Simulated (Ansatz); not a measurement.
AlGa3N4 under strain

Theory: Ansatz, DFT r2SCAN, scalar-relativistic, plane waves, PAW. Settings: 500 eV cutoff, 6×8×4 k-mesh, Gaussian smearing of 0.02 eV, no spin polarisation.

Starting point, cell and atoms relaxed:

```
Al Ga N
1.0
     5.13892    0.00000    0.00000
     0.00000    3.16341    0.00000
    -0.00368    0.00000    5.47699
Al Ga N
1 3 4
Direct
  0.00058 0.50000 0.66730
  0.49917 0.50000 0.33506
  0.49925 0.00000 0.83146
  0.99986 0.00000 0.16619
  0.11941 0.50000 0.34060
  0.11733 0.00000 0.82593
  0.62024 0.00000 0.16619
  0.63175 0.50000 0.66727
```

Deformation: biaxial strain in the a-b plane, with the length and tilt of c and the atoms relaxed, all within the symmetry that the strain leaves. Energies are extrapolated to zero smearing. Gaps are generalised Kohn–Sham gaps over the whole zone.

```tsv
strain (%)	ΔE (meV/atom)	a (Å)	b (Å)	c (Å)	gap (eV)
-3.0	26.7	4.985	3.069	5.586	3.07
-1.5	6.6	5.062	3.116	5.530	2.99
+0.0	0.0	5.139	3.163	5.477	2.89
+1.5	6.3	5.216	3.211	5.428	2.65
+3.0	24.9	5.293	3.258	5.382	2.37
```

(1) What stiffness (1/V) d²E/dε² at zero strain does a cubic fit over all points give?

(2) How does the free axis c answer a small strain?

(3) How fast does the gap move with strain on either side?

Answers

(1) A cubic fit gives (1/V) d²E/dε² = 825 GPa at zero strain (twice the biaxial modulus).

(2) Between the innermost points its strain is -0.62 times the applied one.

(3) -71 meV per percent on the compressed side and -159 meV per percent on the stretched side; it is direct at -1.5 %, direct at zero and direct at +1.5 %.

Cost: 5 runs of about 17 core-minutes in all, on Intel Xeon Platinum 8375C (Ice Lake) (shared hosts).